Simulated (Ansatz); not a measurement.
# CuO (Cccm) in Ansatz: notebook

Runs on CuO. Level: PBEsol. Tasks: relaxation of cell and atoms.

Everything below comes from runs of Ansatz 0.2.0. Logs are shortened: lines on timing, memory, paths and dates and some standing lists are left out, and cuts for length are marked.

**1. Starting point**

Symmetry: Cccm, No. 66, orthorhombic system. The conventional cell has a = 3.982 Å, b = 4.307 Å, c = 5.156 Å, α = 90.00°, β = 90.00°, γ = 90.00°. Cu (site symmetry 2/m) has 4 O at 1.95 Å as nearest neighbours. Around O (site symmetry 222) lie 4 Cu at 1.95 Å.

Measurements of this composition are mostly on another form, of space group No. 15.

**2. Relaxation of cell and atoms, PBEsol**

The input, input.yaml:

```yaml
crystal:
  lattice:
    - [1.990968, -2.15355, 0.0]
    - [1.990968, 2.15355, 0.0]
    - [0.0, 0.0, 5.155928]
  atoms:
    - { symbol: Cu, position: [0.5, 0.0, 0.0] }
    - { symbol: Cu, position: [0.0, 0.5, 0.5] }
    - { symbol: O, position: [0.5, 0.5, 0.25] }
    - { symbol: O, position: [0.5, 0.5, 0.75] }
kpoints:
  mp_grid: { grid: [9, 9, 5] }
scf:
  occupations: { method: fermi_dirac, width: 0.05 }
hamiltonian:
  xc: pbesol
  pseudopotentials: { kind: all_electron, lapw: { basis_error: 0.002 } }
output:
  forces: true
  stress: true
relax:
  f_tol: 0.02
  max_steps: 60
  cell: {}
```

Potentials or basis: all-electron LAPW, scalar-relativistic.

Launch:

```
$ ansatz run input.yaml --threads 2 --pin off --max-ram 8192MiB --backend cpu --events-out ev --progress --plain --runs-dir out
```

The log of the run:

```text
Warning: RAYON_NUM_THREADS=2 ignored (pool sized by the plan → 2); use --threads N
The last accepted step is kept in <dir> (removed where the run ends without a failure and the disk answers)
LAPW: plane waves up to 10.660 Å⁻¹, error target 2.0e-3 eV per atom; small_component_spin mean_spin; O in spheres of 0.846 Å, 8 of its electrons in bands, Dirac shells []; Cu in spheres of 1.048 Å, 19 of its electrons in bands, Dirac shells [] (how accurate: hamiltonian.pseudopotentials.lapw.basis_error, Limitations)
Engine: ansatz 0.2.0, aarch64-unknown-linux-gnu
Pseudopotentials: kind: all_electron
Pseudopotential: Cu, LAPW, valence charge 19, lapw/all_electron/scalar/gaussian/Cu, Koelling and Harmon's equation, gaussian nucleus
Pseudopotential: O, LAPW, valence charge 8, lapw/all_electron/scalar/gaussian/O, Koelling and Harmon's equation, gaussian nucleus
Functional definition: PBEsol
  exchange = pbesol_x
  correlation = pbesol_c
Crystal: 4 atoms, lattice volume = 44.214 Å³
Basis set: ecut = 432.92281086880473 eV, 897 PW (Γ), exchange–correlation at level 2
Bands: 33, of which v1, the nominal top of the filled ones, is band 27 counted from 1 (26 counted from 0)
Symmetry: 8 space group operations
Space group: Cccm (ITA 66), of the structure as read, at distance tolerance 3.5e-5 Å
k-points: 75 of 405
Non-local potential: Cu, projectors of the file, none
Non-local potential: O, projectors of the file, none
Initial density: superposition of atomic densities (chi_scale 0.1, normalization cell, long waves kept (reshape's long-wave potential 0.00 eV rms))
Initial wavefunctions: plane waves of lowest kinetic energy (no species holds an atomic orbital)
Functional: x = pbesol(κ = 0.804, μ = 0.12345679012345678), c = pbesol(β = 0.046)
iter 1 solved again at ethr=2.36e-2 eV; its pass at ethr=1.00e-1 eV (dr2=1.27e1 eV) is discarded
SCF iter   1: F=—  HF=-94082.842282 eV  |F-HF|=—  |Δ(HF+E_count)|=         —  Δρ=1.61e-1  dr2=1.27e1  ethr=2.36e-2  ⟨swp⟩=2.0  Hψ=15667  notcnv=0
preconditioner: auto → LDOS  [metal: Δε(μ)=0.008 eV  Ē_g=11.671 eV  σ=0.050 eV  W_gap=0.04  n_scr=16 (ndim 8)  ℏωp=32.6 eV  f_vac=0.013  D(μ)=5.79/eV (n_scr^D=86)  β→1.0]
SCF iter   2: F=—  HF=-94078.818922 eV  |F-HF|=—  |Δ(HF+E_count)|=    4.02e0  Δρ=9.54e-2  dr2=4.67e0  ethr=2.36e-2  ⟨swp⟩=2.0  Hψ=7425  notcnv=0
SCF iter   3: F=—  HF=-94078.077206 eV  |F-HF|=—  |Δ(HF+E_count)|=   7.42e-1  Δρ=6.23e-2  dr2=1.79e0  ethr=8.65e-3  ⟨swp⟩=2.1  Hψ=7459  notcnv=0
iter 4 solved again at ethr=8.24e-5 eV; its pass at ethr=3.31e-3 eV (dr2=4.45e-2 eV) is discarded
SCF iter   4: F=—  HF=-94076.644951 eV  |F-HF|=—  |Δ(HF+E_count)|=    1.43e0  Δρ=1.37e-2  dr2=4.44e-2  ethr=8.24e-5  ⟨swp⟩=2.0  Hψ=12691  notcnv=0
SCF iter   5: F=—  HF=-94076.685545 eV  |F-HF|=—  |Δ(HF+E_count)|=         —  Δρ=3.27e-3  dr2=3.04e-3  ethr=8.23e-5  ⟨swp⟩=2.0  Hψ=7575  notcnv=0
the basis was enlarged: its passes take 420.3 KiB over the memory plan, 2 of 2 planned eigensolver slots
SCF iter   6: F=—  HF=-94076.687290 eV  |F-HF|=—  |Δ(HF+E_count)|=   1.74e-3  Δρ=2.76e-4  dr2=3.40e-5  ethr=5.64e-6  ⟨swp⟩=2.0  Hψ=7161  notcnv=0
SCF iter   7: F=—  HF=-94076.687288 eV  |F-HF|=—  |Δ(HF+E_count)|=   1.89e-6  Δρ=4.66e-5  dr2=3.61e-7  ethr=6.30e-8  ⟨swp⟩=2.0  Hψ=7161  notcnv=0
SCF iter   8: F=-94076.687288 eV  HF=-94076.687288 eV  |F-HF|=4.32e-8  |Δ(HF+E_count)|=   1.80e-7  Δρ=1.34e-5  dr2=5.97e-8  ethr=6.68e-10  ⟨swp⟩=2.7  Hψ=7357  notcnv=0
SCF 1 converged in 8 iterations: F = -94076.687288 eV  dr2 = 5.97e-8
relax step   1: F+E_penalty+E_count = -94076.68728807 eV  Δ(F+E_penalty+E_count) = +0.000e0 eV  max|allowed force component| = 4.163e-17 eV/Å  Δτ_max = 0.0000 Å  P = -6.034 GPa  Ω = 44.214 Å³  (8 SCF iters, accepted)
Crystal: 4 atoms, lattice volume = 43.427 Å³
Basis set: ecut = 438.1378886578983 eV, 897 PW (Γ), exchange–correlation at level 2
Initial density: handed on by an earlier stage of this run
Initial wavefunctions: those handed on with the density
iter 1 solved again at ethr=1.37e-7 eV; its pass at ethr=1.00e-1 eV (dr2=7.42e-5 eV) is discarded
SCF iter   1: F=—  HF=-94076.711695 eV  |F-HF|=—  |Δ(HF+E_count)|=         —  Δρ=5.18e-4  dr2=7.70e-5  ethr=1.37e-7  ⟨swp⟩=4.2  Hψ=15618  notcnv=0
preconditioner: auto → LDOS  [metal: Δε(μ)=0.037 eV  Ē_g=12.168 eV  σ=0.050 eV  W_gap=0.18  n_scr=16 (ndim 8)  ℏωp=32.9 eV  f_vac=0.052  D(μ)=2.27/eV (n_scr^D=18)  β→1.0]
[... 37 lines left out ...]
iter 2 solved again at ethr=2.19e-10 eV; its pass at ethr=2.04e-8 eV (dr2=1.18e-7 eV) is discarded
SCF iter   2: F=—  HF=-94076.724760 eV  |F-HF|=—  |Δ(HF+E_count)|=   6.87e-7  Δρ=3.21e-5  dr2=1.18e-7  ethr=2.19e-10  ⟨swp⟩=2.0  Hψ=12365  notcnv=0
SCF iter   3: F=-94076.724760 eV  HF=-94076.724760 eV  |F-HF|=7.06e-8  |Δ(HF+E_count)|=   2.51e-7  Δρ=7.14e-6  dr2=7.41e-9  ethr=2.18e-10  ⟨swp⟩=2.8  Hψ=7280  notcnv=0
SCF 5 converged in 3 iterations: F = -94076.724760 eV  dr2 = 7.41e-9
relax step   5: F+E_penalty+E_count = -94076.72476012 eV  Δ(F+E_penalty+E_count) = -8.188e-5 eV  max|allowed force component| = 3.331e-16 eV/Å  Δτ_max = 0.0000 Å  P = +0.002 GPa  Ω = 42.665 Å³  (3 SCF iters, accepted)
Basis set: ecut = 443.33572778128877 eV, 861 PW (Γ), exchange–correlation at level 2
iter 1 solved again at ethr=7.81e-11 eV; its pass at ethr=1.00e-1 eV (dr2=4.22e-8 eV) is discarded
SCF iter   1: F=—  HF=-94076.725026 eV  |F-HF|=—  |Δ(HF+E_count)|=         —  Δρ=5.09e-5  dr2=3.74e-8  ethr=7.81e-11  ⟨swp⟩=5.1  Hψ=16929  notcnv=0  reapply=2
preconditioner: auto → LDOS  [metal: Δε(μ)=0.088 eV  Ē_g=12.335 eV  σ=0.050 eV  W_gap=0.41  n_scr=16 (ndim 8)  ℏωp=33.1 eV  f_vac=0.049  D(μ)=2.21/eV (n_scr^D=18)  β→1.0]
SCF iter   2: F=-94076.725034 eV  HF=-94076.725034 eV  |F-HF|=5.50e-8  |Δ(HF+E_count)|=   7.57e-6  Δρ=3.81e-6  dr2=6.72e-9  ethr=6.93e-11  ⟨swp⟩=3.0  Hψ=8464  notcnv=0
SCF 6 converged in 2 iterations: F = -94076.725034 eV  dr2 = 6.72e-9
relax step   6: F+E_penalty+E_count = -94076.72503356 eV  Δ(F+E_penalty+E_count) = -2.734e-4 eV  max|allowed force component| = 3.331e-16 eV/Å  Δτ_max = 0.0000 Å  P = +0.001 GPa  Ω = 42.665 Å³  stress off target by 5.29e-2 GPa  SCF on the basis re-selected at this cell (its energy is not comparable with the rows above)  (2 SCF iters)
basis re-selected at this cell: Δ(F+E_penalty+E_count) = -2.734e-4 eV, ΔP = -0.001 GPa vs the last step (what re-selecting the basis moved, after the strain that the cell walked since its last selection, with what the two solves' SCF thresholds leave and, on support functions, any second-order correction that the steps lacked; it is no measure of the basis error at this ecutwfc). This SCF's stress stands 5.29e-2 GPa from its target on what of the cell is left free (relax.cell.stress_tol is 5.00e-2 GPa) and its largest allowed force component is 3.33e-16 eV/Å (relax.f_tol is 2.00e-2 eV/Å): not within both, so this SCF does not close the relaxation
Crystal: 4 atoms, lattice volume = 42.668 Å³
Basis set: ecut = 443.31683465650985 eV, 861 PW (Γ), exchange–correlation at level 2
iter 1 solved again at ethr=1.73e-8 eV; its pass at ethr=1.00e-1 eV (dr2=9.35e-6 eV) is discarded
SCF iter   1: F=—  HF=-94076.725068 eV  |F-HF|=—  |Δ(HF+E_count)|=         —  Δρ=1.70e-4  dr2=7.32e-6  ethr=1.73e-8  ⟨swp⟩=5.2  Hψ=15992  notcnv=0
preconditioner: auto → LDOS  [metal: Δε(μ)=0.089 eV  Ē_g=12.335 eV  σ=0.050 eV  W_gap=0.42  n_scr=16 (ndim 8)  ℏωp=33.1 eV  f_vac=0.049  D(μ)=2.21/eV (n_scr^D=16)  β→1.0]
iter 2 solved again at ethr=1.43e-10 eV; its pass at ethr=1.35e-8 eV (dr2=7.73e-8 eV) is discarded
SCF iter   2: F=—  HF=-94076.725068 eV  |F-HF|=—  |Δ(HF+E_count)|=   8.56e-7  Δρ=2.62e-5  dr2=7.71e-8  ethr=1.43e-10  ⟨swp⟩=2.0  Hψ=12367  notcnv=0
SCF iter   3: F=—  HF=-94076.725068 eV  |F-HF|=—  |Δ(HF+E_count)|=   1.25e-7  Δρ=6.84e-6  dr2=1.53e-8  ethr=1.43e-10  ⟨swp⟩=3.0  Hψ=7800  notcnv=0
SCF iter   4: F=-94076.725068 eV  HF=-94076.725068 eV  |F-HF|=2.22e-8  |Δ(HF+E_count)|=   1.81e-8  Δρ=2.15e-6  dr2=1.65e-9  ethr=2.83e-11  ⟨swp⟩=3.0  Hψ=8042  notcnv=0
SCF 7 converged in 4 iterations: F = -94076.725068 eV  dr2 = 1.65e-9
relax step   7: F+E_penalty+E_count = -94076.72506825 eV  Δ(F+E_penalty+E_count) = -3.469e-5 eV  max|allowed force component| = 8.327e-17 eV/Å  Δτ_max = 0.0000 Å  P = -0.001 GPa  Ω = 42.668 Å³  (4 SCF iters, accepted)
iter 1 solved again at ethr=1.02e-11 eV; its pass at ethr=1.00e-1 eV (dr2=5.52e-9 eV) is discarded
SCF iter   1: F=—  HF=-94076.725066 eV  |F-HF|=—  |Δ(HF+E_count)|=         —  Δρ=4.56e-6  dr2=1.97e-9  ethr=1.52e-11 (applied; sched 1.02e-11)  ⟨swp⟩=5.0  Hψ=17386  notcnv=0  reapply=45
SCF iter   2: F=-94076.725067 eV  HF=-94076.725067 eV  |F-HF|=2.92e-8  |Δ(HF+E_count)|=   4.50e-7  Δρ=2.66e-6  dr2=3.84e-9  ethr=1.25e-11 (applied; sched 3.65e-12)  ⟨swp⟩=3.0  Hψ=8421  notcnv=0
SCF 8 converged in 2 iterations: F = -94076.725067 eV  dr2 = 3.84e-9
relax step   8: F+E_penalty+E_count = -94076.72506678 eV  Δ(F+E_penalty+E_count) = +1.462e-6 eV  max|allowed force component| = 8.327e-17 eV/Å  Δτ_max = 0.0000 Å  P = -0.002 GPa  Ω = 42.668 Å³  stress off target by 7.52e-3 GPa  SCF on the basis re-selected at this cell (its energy is not comparable with the rows above)  (2 SCF iters)
basis re-selected at this cell: Δ(F+E_penalty+E_count) = +1.462e-6 eV, ΔP = -0.000 GPa vs the last step (what re-selecting the basis moved, after the strain that the cell walked since its last selection, with what the two solves' SCF thresholds leave and, on support functions, any second-order correction that the steps lacked; it is no measure of the basis error at this ecutwfc). This SCF's stress stands 7.52e-3 GPa from its target on what of the cell is left free (relax.cell.stress_tol is 5.00e-2 GPa) and its largest allowed force component is 8.33e-17 eV/Å (relax.f_tol is 2.00e-2 eV/Å): within both
SCF converged after 2 iterations
Free energy (F): -94076.725067 eV
Harris-Foulkes:  -94076.725067 eV  (|F-HF|=2.92e-8)
Internal energy: -94076.706318 eV  (E = F + TS)
E sigma→0 (E₀):  -94076.715692 eV
Entropy (-TS):   -0.018749 eV (-4.687 meV/atom)
Fermi energy:    11.351582 eV
--- Per-component energies (eV) ---
  E_band       = -2882.309721
  E_kinetic    = 95605.189420
  E_xc         = -4055.102569
  E_electrostatic = -185626.793169  (all electrons and nuclei)
  E_smearing   = -0.018749  (= −TS)
  E_closure    = 0.000000  (closes the sum)
  E_atoms      = -94055.158867  (free atoms, spherical and without spin; not in F)
  Σ components = -94076.725067   (vs F -94076.725067, Δ=0.00e0)
  Basis errors (estimates in eV, not in F): energy 8.8e-4 per atom: plane waves 8.0e-4 (4.8e-4 summed), levels above the bands 2.8e-93, relativity 8.7e-8, radial functions 8.1e-5, core shells 2.1e-8; eigenvalues (radial functions only) 8.3e-6; not estimated: angular momenta, meshes, grids; target (lapw.basis_error) 2.0e-3; muffin-tin radii O 0.836 Å, Cu 1.036 Å
--- Forces (eV/Å), atoms counted from 1 ---
  atom   1  Cu     0.00000000    -0.00000000    -0.00000000
  atom   2  Cu     0.00000000     0.00000000     0.00000000
  atom   3  O      0.00000000    -0.00000000    -0.00000000
  atom   4  O     -0.00000000     0.00000000     0.00000000
  max |Σ_I F_I| component: 1.38e-30 eV/Å
--- Stress (GPa, compression-positive) ---
        0.004393      -0.000000      -0.000000
       -0.000000      -0.001873       0.000000
       -0.000000       0.000000      -0.007517
  P = ⅓ Tr σ = -0.0017 GPa (-0.017 kbar)
--- Relaxed structure (6 steps of the walk, 6 accepted, 2 SCFs on fresh bases) ---
  F+E_penalty+E_count = -94076.72506678 eV   max|allowed force component| = 8.327e-17 eV/Å   (the final SCF, on the basis selected at the relaxed cell)
  cell:  # Å, volume = 42.6678 Å³
    - [2.0468081362939072, -2.0477370246059743, 7.402048034010568e-18]
    - [2.0468081362939072, 2.0477370246059743, -7.402048034010586e-18]
    - [-2.5554655402038993e-32, -1.772163484288737e-17, 5.090015850688967]
  atoms:
    - { symbol: Cu, position: [0.5, 3.146316253618028e-36, -9.62964972193618e-35] }
    - { symbol: Cu, position: [-2.1635633176942416e-18, 0.5, 0.5] }
    - { symbol: O, position: [0.5, 0.5, 0.25] }
    - { symbol: O, position: [0.5, 0.5, 0.7500000000000001] }
```

Run time: 93 s. Hardware: 2 threads of Arm Neoverse V2, shared host; peak memory 0.66 GiB.

What came out:

* Free energy: -94076.7251 eV
* Relaxed volume: 10.67 Å³/atom
* Relaxed cell: a = 2.895 Å, b = 2.895 Å, c = 5.090 Å, α = 90.00°, β = 90.00°, γ = 90.03°
* Space group after relaxing (to 0.05 Å): P4_2/mmc (No. 131)
* Energy gained by relaxing: 9.4 meV/atom
* Ionic steps: 8
* Pressure after relaxing: 0.0 GPa

The path:
| step | energy change (eV) | largest force (eV/Å) | volume (Å³) |
| --- | --- | --- | --- |
| 1 | 0.0000 | 0.0000 | 44.21 |
| 2 | -0.0243 | 0.0000 | 43.43 |
| 3 | -0.0350 | 0.0000 | 42.51 |
| 4 | -0.0374 | 0.0000 | 42.67 |
| 5 | -0.0375 | 0.0000 | 42.67 |
| 6 | -0.0377 | 0.0000 | 42.67 |
| 7 | -0.0378 | 0.0000 | 42.67 |
| 8 | -0.0378 | 0.0000 | 42.67 |

Final structure:
```cif
data_structure
_symmetry_space_group_name_H-M 'P 1'
_symmetry_Int_Tables_number 1
_cell_length_a 2.8953
_cell_length_b 2.8953
_cell_length_c 5.0900
_cell_angle_alpha 90.000
_cell_angle_beta 90.000
_cell_angle_gamma 90.026
_cell_volume 42.67
loop_
_atom_site_label
_atom_site_type_symbol
_atom_site_fract_x
_atom_site_fract_y
_atom_site_fract_z
_atom_site_occupancy
Cu1 Cu 0.50000 0.00000 0.00000 1
Cu2 Cu 0.00000 0.50000 0.50000 1
O1 O 0.50000 0.50000 0.25000 1
O2 O 0.50000 0.50000 0.75000 1
```

Caveat: the run has no spin polarisation, though such a crystal can be magnetic.

**3. Relaxation of cell and atoms, PBEsol, target pressure 5 GPa, at which the enthalpy is minimised**

input.yaml, as its differences from that of step 2:

```diff
@@ -23,2 +23,2 @@
   max_steps: 60
-  cell: {}
+  cell: { p_target: 5 }
```

Potentials or basis: all-electron LAPW, scalar-relativistic.

Launch:

```
$ ansatz run input.yaml --threads 2 --pin off --max-ram 8192MiB --backend cpu --events-out ev --progress --plain --runs-dir out
```

Run time: 1.7 min. Hardware: 2 threads of Arm Neoverse V2, shared host; peak memory 0.68 GiB.

Results (log left out):

```
Free energy                                            : -94076.7055 eV
Relaxed volume                                         : 10.35 Å³/atom
Relaxed cell                                           : a = 2.853 Å, b = 2.853 Å, c = 5.085 Å, α = 90.00°, β = 90.00°, γ = 90.47°
Space group after relaxing (to 0.05 Å)                 : P4_2/mmc (No. 131)
Energy change on relaxing (the enthalpy is what falls) : -4.5 meV/atom
Ionic steps                                            : 8
Pressure after relaxing                                : 5.0 GPa
```

The path:
```
step  energy change (eV)  largest force (eV/Å)  volume (Å³)
   1              0.0000                0.0000        44.21
   2             -0.0307                0.0000        42.64
   3             -0.0075                0.0000        41.13
   4             -0.0138                0.0000        41.31
   5             -0.0167                0.0000        41.36
   6             -0.0177                0.0000        41.38
   7             -0.0179                0.0000        41.38
   8             -0.0182                0.0000        41.38
```

Final structure:
```
Cu O
1.0
     2.00886   -2.02555    0.00000
     2.00886    2.02555    0.00000
     0.00000    0.00000    5.08501
Cu O
2 2
Direct
  0.50000 0.00000 0.00000
  0.00000 0.50000 0.50000
  0.50000 0.50000 0.25000
  0.50000 0.50000 0.75000
```

Caveat: the run has no spin polarisation, though such a crystal can be magnetic.
